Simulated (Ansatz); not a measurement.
## TePb: the change of pressure with volume scale

Periodic Kohn-Sham DFT of a crystal at fixed atoms, scaled to volume_scale times the given cell; pressure positive in compression, energy less spherical unpolarised free atoms, largest_vzz the field gradient of largest size among the nuclei. The results are calculated, by Ansatz 0.2.0.

The cell before it is scaled or strained (space group Fm-3m, No. 225):
```
CELL_PARAMETERS angstrom
0.00000 3.22700 3.22700
3.22700 0.00000 3.22700
3.22700 3.22700 0.00000
ATOMIC_POSITIONS crystal
Te 0.50000 0.50000 0.50000
Pb 0.00000 0.00000 0.00000
```

Settings of every row: method frozen-core PAW; functional PBE; relativity scalar; k mesh 10x10x10; filling fermi-dirac; smearing width 0.03 eV; wave cutoff 420 eV; paw set soft_2.

Atom start moment: 0 on all atoms.

Limits: no spin-orbit coupling on heavy atoms.

| row | volume scale | V (Å³/atom) | pressure (GPa) |
| --- | --- | --- | --- |
| 1 | 0.95 | 31.924 | 5.092 |
| 2 | 0.975 | 32.764 | 3.607 |
| 3 | 1 | 33.604 | 2.307 |
| 4 | 1.025 | 34.445 | 1.168 |
| 5 | 1.05 | 35.285 | ? |

Question: what pressure should row 5 give?

Worked fit of pressure. Take u = (V_r/V)^(2/3) − 1 with V_r = 33.184 Å³ an atom, which is twice the finite (Eulerian) strain; such expansions in the strain, on which the Birch-Murnaghan equation of state is built, carry the rest volume and the bulk modulus. The shown rows have u = 0.02614, 0.00853, -0.00835, -0.02456. Least squares give pressure = 2.9352 + 77.058 × u + 208.19 × u² GPa; a straight line predicts inner rows, each left out in turn, worse (root mean square 0.085 against 0.0015 GPa). The rows lie off it by 0.000, -0.001, 0.001, 0.000. The withheld row has u = -0.0401, so the fit gives 2.9352 + 77.058 × (-0.0401) + 208.19 × (-0.0401)² = 0.180 GPa.

The calculation gave 0.169 GPa. The fit lies 0.011 GPa (6.5 % of the value, 0.22 % of the column's range) above it; its largest miss of a shown row is 0.001 GPa. This row lies beyond the range of the fit.
